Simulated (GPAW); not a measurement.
# Si2Ni (Fm-3m) in GPAW: single point with PBE

Aim: the single point of Si2Ni with PBE.

Everything below comes from runs of GPAW 26.7.0. Logs are shortened: lines on timing, memory, paths and dates and some standing lists are left out, and cuts for length are marked. The log counts tension as positive stress, the text compression.

**1. Starting point**

The structure is cubic, space group Fm-3m (No. 225). The conventional cell has a = 5.406 Å, b = 5.406 Å, c = 5.406 Å, α = 90.00°, β = 90.00°, γ = 90.00°. Around Ni (site symmetry m-3m) lie 8 Si at 2.34 Å. Si (site symmetry -43m) is surrounded by 4 Ni at 2.34 Å.

**2. Single point, PBE, collinear spin, ferromagnetic start**

Input file run.py:

```python
from ase import Atoms
from ase.dft.bandgap import bandgap
from ase.io import write
from ase.units import GPa
from gpaw import GPAW, PW

atoms = Atoms(['Ni', 'Si', 'Si'],
              cell=[[0.0, 2.703, 2.703],
                    [2.703, 0.0, 2.703],
                    [2.703, 2.703, 0.0]],
              scaled_positions=[[0.0, 0.0, 0.0],
                                [0.75, 0.75, 0.75],
                                [0.25, 0.25, 0.25]],
              pbc=True)
atoms.set_initial_magnetic_moments([2.5, 0.0, 0.0])

calc = GPAW(mode=PW(600),
            xc='PBE',
            kpts={'size': (9, 9, 9), 'gamma': True},
            occupations={'name': 'fermi-dirac', 'width': 0.05},
            nbands=24,
            convergence={'density': 1e-05, 'energy': 1e-05},
            maxiter=150,
            txt='gpaw.txt')
atoms.calc = calc
energy = atoms.get_potential_energy()
forces = atoms.get_forces()
stress = atoms.get_stress()
calc.write('gs.gpw')
write('result.traj', atoms)
print(f'Energy: {energy:.6f} eV')
print('Forces (eV/A):')
print(forces.round(4))
print('Stress (GPa):', (stress / GPa).round(3))
print('Moments:', calc.get_magnetic_moments().round(3))
print('Fermi level:', round(calc.get_fermi_level(), 4), 'eV')
print(f'Gap: {bandgap(calc)[0]:.4f} eV, direct: {bandgap(calc, direct=True)[0]:.4f} eV')
```

Potentials or basis: GPAW PAW data sets (gpaw-data 1.2.1), pw.

Run with:

```console
$ OMP_NUM_THREADS=1 python run.py
```

gpaw.txt:

```text
__  _  _
 | _ |_)|_||  |
 |__||  | ||/\| - 26.7.0

Input parameters:
  mode=PW(ecut=600.0),
  convergence={'density': 1e-05, 'energy': 1e-05},
  kpts=MonkhorstPack(size=(9, 9, 9), gamma=True),
  maxiter=150,
  nbands=24,
  occupations=Occupations(name='fermi-dirac', width=0.05),
  xc=XC(name='PBE')

Diagonalizing LCAO Hamiltonian
Converting LCAO to pw mode

                    Si

           Si

       Ni

Atoms  # Å, Bohr magnetons
|   | symbol |        x |        y |        z |    initial magnetic moments |
|---|--------|----------|----------|----------|-----------------------------|
| 0 |     Ni | 0.000000 | 0.000000 | 0.000000 | ( 0.0000,  0.0000,  2.5000) |
| 1 |     Si | 4.054500 | 4.054500 | 4.054500 | ( 0.0000,  0.0000,  0.0000) |
| 2 |     Si | 1.351500 | 1.351500 | 1.351500 | ( 0.0000,  0.0000,  0.0000) |

Unit cell  # Å
| periodic |        x |        y |        z |  lengths |    angles |
|----------|----------|----------|----------|----------|-----------|
|      yes | 0.000000 | 2.703000 | 2.703000 | 3.822619 | 60.000000 |
|      yes | 2.703000 | 0.000000 | 2.703000 | 3.822619 | 60.000000 |
|      yes | 2.703000 | 2.703000 | 0.000000 | 3.822619 | 60.000000 |

Number of symmetries: 48
Symmetry operations  # r_c * U_cc + t_c -> r_c
|    | kind |            matrix            |
|----|------|------------------------------|
|  0 |  σ   |  1, 0, 0,  1, 0,-1,  1,-1, 0 |
|  1 |  C2  |  1, 0, 0,  1,-1, 0,  1, 0,-1 |
|  2 |  E   |  1, 0, 0,  0, 1, 0,  0, 0, 1 |
|  3 |  σ   |  1, 0, 0,  0, 0, 1,  0, 1, 0 |
|  4 |  C4  |  1, 0,-1,  1, 0, 0,  1,-1, 0 |
|  5 |  S6  |  1, 0,-1,  1,-1, 0,  1, 0, 0 |
|  6 |  σ   |  1, 0,-1,  0, 1,-1,  0, 0,-1 |
|  7 |  C3  |  1, 0,-1,  0, 0,-1,  0, 1,-1 |
|  8 |  S6  |  1,-1, 0,  1, 0, 0,  1, 0,-1 |
|  9 |  C4  |  1,-1, 0,  1, 0,-1,  1, 0, 0 |
| 10 |  C3  |  1,-1, 0,  0,-1, 1,  0,-1, 0 |
| 11 |  σ   |  1,-1, 0,  0,-1, 0,  0,-1, 1 |
| 12 |  σ   |  0, 1, 0,  1, 0, 0,  0, 0, 1 |
| 13 |  C4  |  0, 1, 0,  0, 1,-1, -1, 1, 0 |
| 14 |  C3  |  0, 1, 0,  0, 0, 1,  1, 0, 0 |
| 15 |  S6  |  0, 1, 0, -1, 1, 0,  0, 1,-1 |
| 16 |  C2  |  0, 1,-1,  1, 0,-1,  0, 0,-1 |
| 17 |  σ   |  0, 1,-1,  0, 1, 0, -1, 1, 0 |
| 18 |  S4  |  0, 1,-1,  0, 0,-1,  1, 0,-1 |
| 19 |  C4  |  0, 1,-1, -1, 1, 0,  0, 1, 0 |
| 20 |  C3  |  0, 0, 1,  1, 0, 0,  0, 1, 0 |
| 21 |  σ   |  0, 0, 1,  0, 1, 0,  1, 0, 0 |
| 22 |  S6  |  0, 0, 1,  0,-1, 1, -1, 0, 1 |
| 23 |  C4  |  0, 0, 1, -1, 0, 1,  0,-1, 1 |
| 24 |  S4  |  0, 0,-1,  1, 0,-1,  0, 1,-1 |
| 25 |  C3  |  0, 0,-1,  0, 1,-1,  1, 0,-1 |
| 26 |  C2  |  0, 0,-1,  0,-1, 0, -1, 0, 0 |
| 27 |  S6  |  0, 0,-1, -1, 0, 0,  0,-1, 0 |
| 28 |  S4  |  0,-1, 1,  1,-1, 0,  0,-1, 0 |
| 29 |  C4  |  0,-1, 1,  0, 0, 1, -1, 0, 1 |
| 30 |  C2  |  0,-1, 1,  0,-1, 0,  1,-1, 0 |
| 31 |  σ   |  0,-1, 1, -1, 0, 1,  0, 0, 1 |
| 32 |  C3  |  0,-1, 0,  1,-1, 0,  0,-1, 1 |
| 33 |  S6  |  0,-1, 0,  0, 0,-1, -1, 0, 0 |
[... 101 lines left out ...]
    | kind |    occ | energy [eV] | rcut [Å] |
    |------|--------|-------------|----------|
    |   3s |  2.000 |     -10.812 |    1.058 |
    |   3p |  2.000 |      -4.081 |    1.058 |
    |    s |        |      16.399 |    1.058 |
    |    p |        |      23.130 |    1.058 |
    |    d |        |       0.000 |    1.058 |

    Using partial waves for Si as LCAO basis

Reference energy: -57140.686948  # eV

eigensolver:
  PPCG
  Converge bands: occupied
  niter=2

density mixing:
  MSR1-Mixer
  Pratt-step length: 0.05
  Maximum mixing coefficient: 0.75
  Old densities: 10
  SVD Regularization: 0.005
  Good broyden scale: 1.0
  Trust region scale: 1.0
  Backstep threshold: 4.0
  History deletion threshold: 6.0
  Fourier metric: weight=20.0, sigma=0.015

occupation numbers:
  Fermi-Dirac:
    width: 0.0500  # eV

poisson solver:
  ecut: 4800.0  # eV

xc functional:
  name: PBE with 2 nearest neighbor stencil

convergence criteria:
- Maximum integral of absolute [dens]ity change: 1e-05 electrons / valence electron
- Maximum [total energy] change in last 3 cyles: 1e-05 eV / valence electron
- Maximum integral of absolute [eigenst]ate change: 4e-08 eV^2 / valence electron
maximum number of iterations: 150

SCF iterations
|iter     | |      energy | eigst |  dens |  magmom |
|---------|-|-------------|-------|-------|---------|
|iter:   1| |  -23.462059 | +0.22 |       |  +2.4698|
|iter:   2| |  -21.030595 | -1.82 | -0.63 |  +2.3568|
|iter:   3| |  -19.046810 | -1.12 | -0.69 |  +1.4853|
|iter:   4| |  -19.156117 | -1.59 | -0.97 |  +1.0747|
|iter:   5| |  -19.123161 | -1.90 | -1.13 |  +0.2685|
|iter:   6| |  -19.113560 | -2.97 | -1.58 |  +0.0525|
|iter:   7| |  -19.118492 | -4.27 | -2.05 |  -0.0266|
|iter:   8| |  -19.118782 | -4.91 | -2.46 |  -0.0124|
|iter:   9| |  -19.118887 | -5.34 | -2.96 |  +0.0004|
|iter:  10| |  -19.118895c| -6.64 | -3.55 |  -0.0002|
|iter:  11| |  -19.118896c| -7.37 | -4.05 |  +0.0001|
|iter:  12| |  -19.118896c| -7.54c| -4.63 |  +0.0001|
|iter:  13| |  -19.118896c| -8.34c| -5.47c|  +0.0000|

Converged in 13 steps
Energy contributions relative to reference atoms: (reference = -57140.686948)

Energy contributions:
  Kinetic:          15.785445
  Coulomb:         -10.612133
  Zero:              0.037542
  External:          0.000000
  Xc:              -24.325781
  Entropy:          -0.007938
  Spinorbit:         0.000000
  ----------------------------
  Free energy:     -19.122865
  Extrapolated:    -19.118896

dipole moment: (-11.194981, -11.194981, -11.194981)  # |e|*Ang

Total magnetic moment: (0.000000, 0.000000, 0.000017)

Local magnetic moments
|        x |        y |         z |
|----------|----------|-----------|
| 0.000000 | 0.000000 | -0.000000 |  # Ni   0
| 0.000000 | 0.000000 |  0.000003 |  # Si   1
| 0.000000 | 0.000000 |  0.000003 |  # Si   2

Fermi level: 9.754
Eigenvalues  # (at kpt = [0.000, 0.000, 0.000])
| band index |      eig [eV] | occ [0-1] |      eig [eV] | occ [0-1] |
|------------|---------------|-----------|---------------|-----------|
|          0 |       -55.351 |     1.000 |       -55.351 |     1.000 |
|        ... |               |           |               |           |
|          2 |       -55.351 |     1.000 |       -55.351 |     1.000 |
|          3 |        -4.192 |     1.000 |        -4.192 |     1.000 |
|          4 |         4.486 |     1.000 |         4.486 |     1.000 |
|          5 |         4.486 |     1.000 |         4.486 |     1.000 |
|          6 |         4.486 |     1.000 |         4.486 |     1.000 |
|          7 |         6.173 |     1.000 |         6.173 |     1.000 |
[... 8 lines left out ...]
|         16 |        14.405 |     0.000 |        14.405 |     0.000 |
|         17 |        14.405 |     0.000 |        14.405 |     0.000 |
|        ... |               |           |               |           |
|         23 |        30.665 |     0.000 |        30.665 |     0.000 |

No gap
No difference between direct/indirect transitions

Forces  # eV/Ang
|        x |        y |        z |
|----------|----------|----------|
|  0.00000 |  0.00000 | -0.00000 |  # Ni   0
|  0.00000 |  0.00000 |  0.00000 |  # Si   1
| -0.00000 | -0.00000 |  0.00000 |  # Si   2

Stress tensor  # eV/Ang^3
|         x |         y |         z |
|-----------|-----------|-----------|
| -0.031485 | -0.000000 | -0.000000 |
| -0.000000 | -0.031485 |  0.000000 |
| -0.000000 |  0.000000 | -0.031485 |

# Writing to gs.gpw (mode='')
```

stdout:

```text
Energy: -19.118896 eV
Forces (eV/A):
[[ 0.  0. -0.]
 [ 0.  0.  0.]
 [-0. -0.  0.]]
Stress (GPa): [-5.044 -5.044 -5.044  0.    -0.    -0.   ]
Moments: [-0.  0.  0.]
Fermi level: 9.754 eV
Gap: 0.0000 eV, direct: 0.0000 eV
```

It took 63 s on 1 thread of Arm Neoverse V2, shared host; peak memory 0.2 GiB.

Results:

| Property | Result |
| --- | --- |
| Free energy | -19.1229 eV |
| Pressure | 5.0 GPa |
| Band gap on the k mesh | none (metal or under the smearing width) |
| Net moment | 0.00 μB per cell |

Levels at points of the mesh, in eV from the Fermi level:
Spin up:
| k point | band 10 | band 11 | band 12 | band 13 | band 14 | band 15 |
| --- | --- | --- | --- | --- | --- | --- |
| (0.00, 0.00, 0.00) | -0.38 | 1.73 | 1.73 | 1.73 | 2.18 | 2.18 |
Spin down:
| k point | band 8 | band 9 | band 10 | band 11 | band 12 | band 13 | band 14 | band 15 | band 16 | band 17 |
| --- | --- | --- | --- | --- | --- | --- | --- | --- | --- | --- |
| (0.00, 0.00, 0.00) | -3.58 | -3.58 | -0.38 | 1.73 | 1.73 | 1.73 | 2.18 | 2.18 | 2.18 | 4.65 |

Caveat: the starting moments collapsed, and a magnetic state may lie lower; the stock nickel data set gives pressures a few GPa off other programs.
